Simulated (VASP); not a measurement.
# A VASP 6.6.1 single-point calculation on MgS

INCAR

```
ENCUT = 520
NELM = 87
ISMEAR = -1
LASPH = .TRUE.
LCHARG = .FALSE.
LWAVE = .FALSE.
GGA = PE
ISIF = 2
IBRION = -1
PREC = Accurate
NSW = 0
NBANDS = 11
SIGMA = 0.02
LREAL = .FALSE.
EDIFF = 1E-7
```

KPOINTS

```
KPOINTS created by Atomic Simulation Environment
0
Gamma
4 4 4
0 0 0
```

POSCAR

```
Mg S
 1.0000000000000000
     0.0000000000000000    4.6703500000000000    4.6703500000000000
     4.6703500000000000    0.0000000000000000    4.6703500000000000
     4.6703500000000000    4.6703500000000000    0.0000000000000000
 Mg  S
   1   1
Cartesian
  0.0000000000000000  0.0000000000000000  0.0000000000000000
  4.6703500000000000  4.6703500000000000  4.6703500000000000
```

The recommended PBE PAW datasets give the neutral cell 8 valence electrons.

Command

```
mpirun -np 1 vasp_std
```

OSZICAR

```
N       E                     dE             d eps       ncg     rms          rms(c)
DAV:   1     0.301923793068E+02    0.30192E+02   -0.22432E+03   176   0.466E+02
DAV:   2     0.820592493892E+00   -0.29372E+02   -0.28185E+02   267   0.610E+01
DAV:   3    -0.473677184830E+01   -0.55574E+01   -0.55479E+01   212   0.355E+01
DAV:   4    -0.485320624052E+01   -0.11643E+00   -0.11640E+00   209   0.666E+00
DAV:   5    -0.485500272942E+01   -0.17965E-02   -0.17965E-02   241   0.853E-01    0.596E+00
DAV:   6    -0.212405510811E+01    0.27309E+01   -0.32769E+01   185   0.865E+00    0.438E+00
DAV:   7    -0.154038940222E+01    0.58367E+00   -0.39818E+00   179   0.373E+00    0.118E+00
DAV:   8    -0.157915994332E+01   -0.38771E-01   -0.16304E+00   185   0.247E+00    0.179E+00
DAV:   9    -0.152379033759E+01    0.55370E-01   -0.14428E+00   179   0.129E+00    0.726E-01
DAV:  10    -0.150410564295E+01    0.19685E-01   -0.36441E-01   188   0.634E-01    0.633E-01
DAV:  11    -0.149937562655E+01    0.47300E-02   -0.32357E-02   206   0.490E-01    0.111E-01
DAV:  12    -0.149937568973E+01   -0.63178E-07   -0.80912E-04   197   0.869E-02    0.619E-02
DAV:  13    -0.149945669767E+01   -0.81008E-04   -0.54834E-04   185   0.359E-02    0.647E-02
DAV:  14    -0.149943750789E+01    0.19190E-04   -0.88211E-04   197   0.302E-02    0.213E-02
DAV:  15    -0.149942161574E+01    0.15892E-04   -0.16820E-04   200   0.153E-02    0.596E-03
DAV:  16    -0.149942165962E+01   -0.43881E-07   -0.28439E-06   203   0.661E-03    0.149E-03
DAV:  17    -0.149942211234E+01   -0.45272E-06   -0.19516E-06   188   0.212E-03    0.192E-03
DAV:  18    -0.149942186650E+01    0.24585E-06   -0.82564E-07   141   0.114E-03    0.795E-04
DAV:  19    -0.149942184461E+01    0.21889E-07   -0.57410E-08   121   0.647E-04
   1 F= -.14994218E+01 E0= -.14945669E+01  d E =-.970985E-02
```

From OUTCAR

```
k-points           NKPTS =      8   k-points in BZ     NKDIM =      8   number of bands    NBANDS=     11

   NELECT =       8.0000    total number of electrons

   dimension x,y,z NGX =    50 NGY =   50 NGZ =   50
   dimension x,y,z NGXF=   100 NGYF=  100 NGZF=  100

  energy-cutoff  :      520.00
  volume of cell :      203.74
      direct lattice vectors                 reciprocal lattice vectors
     0.000000000  4.670350000  4.670350000    -0.107058358  0.107058358  0.107058358
     4.670350000  0.000000000  4.670350000     0.107058358 -0.107058358  0.107058358
     4.670350000  4.670350000  0.000000000     0.107058358  0.107058358 -0.107058358

 k-points in reciprocal lattice and weights: KPOINTS created by Atomic Simulation Env
   0.00000000  0.00000000  0.00000000       0.016
   0.25000000  0.00000000  0.00000000       0.125
   0.50000000  0.00000000  0.00000000       0.062
   0.25000000  0.25000000  0.00000000       0.094
   0.50000000  0.25000000  0.00000000       0.375
  -0.25000000  0.25000000  0.00000000       0.188
   0.50000000  0.50000000  0.00000000       0.047
  -0.25000000  0.50000000  0.25000000       0.094

 E-fermi :  -3.4863

 k-point     1 :       0.0000    0.0000    0.0000
  band No.  band energies     occupation
      1     -13.5085      2.00000
      2      -4.0138      2.00000
      3      -3.5302      1.79933
      4      -3.5302      1.79933
      5      -3.5302      1.79933
      6       0.7067      0.00000
      7       0.7067      0.00000
      8       0.7067      0.00000
      9       2.1690      0.00000
     10       3.1916      0.00000
     11       3.1917      0.00000

 k-point     2 :       0.2500    0.0000    0.0000
  band No.  band energies     occupation
      1     -13.5070      2.00000
      2      -4.1490      2.00000
      3      -3.5338      1.82939
      4      -3.5338      1.82939
      5      -3.2882      0.00010
      6      -0.0454      0.00000
      7       0.5191      0.00000
      8       0.5191      0.00000
      9       2.6862      0.00000
     10       3.5266      0.00000
     11       3.5862      0.00000

 k-point     3 :       0.5000    0.0000    0.0000
  band No.  band energies     occupation
      1     -13.5054      2.00000
      2      -4.2344      2.00000
      3      -3.5372      1.85442
      4      -3.5372      1.85442
      5      -3.0733      0.00000
      6      -0.5528      0.00000
      7       0.3630      0.00000
      8       0.3630      0.00000
      9       2.7333      0.00000
     10       4.0454      0.00000
     11       4.0454      0.00000

 k-point     4 :       0.2500    0.2500    0.0000
  band No.  band energies     occupation
      1     -13.5065      2.00000
      2      -4.0846      2.00000
      3      -3.5605      1.95206
      4      -3.5605      1.95206
      5      -3.3404      0.00135
      6      -0.0436      0.00000
      7       0.5413      0.00000
      8       0.5413      0.00000
      9       2.5192      0.00000
     10       2.9474      0.00000
     11       4.1482      0.00000

 k-point     5 :       0.5000    0.2500    0.0000
  band No.  band energies     occupation
      1     -13.5049      2.00000
      2      -4.0892      2.00000
      3      -3.6005      1.99340
      4      -3.5646      1.96078
      5      -3.2672      0.00003
      6      -0.2163      0.00000
      7       0.2328      0.00000
      8       0.4036      0.00000
      9       2.6999      0.00000
     10       3.6115      0.00000
     11       3.8232      0.00000

 ...

  Total       -2.2851773     -2.2851773     -2.2851773     -0.0000000      0.0000000     -0.0000000
  in kB      -17.9701706    -17.9701706    -17.9701706     -0.0000000      0.0000000     -0.0000000
  external PRESSURE =     -17.9701706 kB  Pullay stress =       0.0000000 kB

 POSITION                                       TOTAL-FORCE (eV/Angst)
 -----------------------------------------------------------------------------------
      0.00000      0.00000      0.00000         0.000000      0.000000      0.000000
      4.67035      4.67035      4.67035        -0.000000     -0.000000     -0.000000
 -----------------------------------------------------------------------------------
    total drift:                                0.000000      0.000000      0.000000

  FREE ENERGIE OF THE ION-ELECTRON SYSTEM (eV)
  ---------------------------------------------------
  free  energy   TOTEN  =        -1.4994218446 eV

  energy  without entropy=       -1.4897119954  energy(sigma->0) =       -1.49456692
```

It converged. Results: gap between bands v and c on the k mesh -0.06 eV (bands overlap: a metal); least direct gap on the k mesh 0.00 eV; pressure -1.8 GPa. Band v is the last that the valence electrons fill when counted band by band, and c is the next.

These settings aren't sound, so the numbers aren't properties of the crystal.

The fault: cell typed in bohr.

On sound settings PBE gives a gap of 3.09 eV on its mesh and a pressure of 17.3 GPa for the intended cell.

The run took about 40 s on one core of a shared host (Intel Xeon Platinum 8488C) and held 0.33 GiB at most.
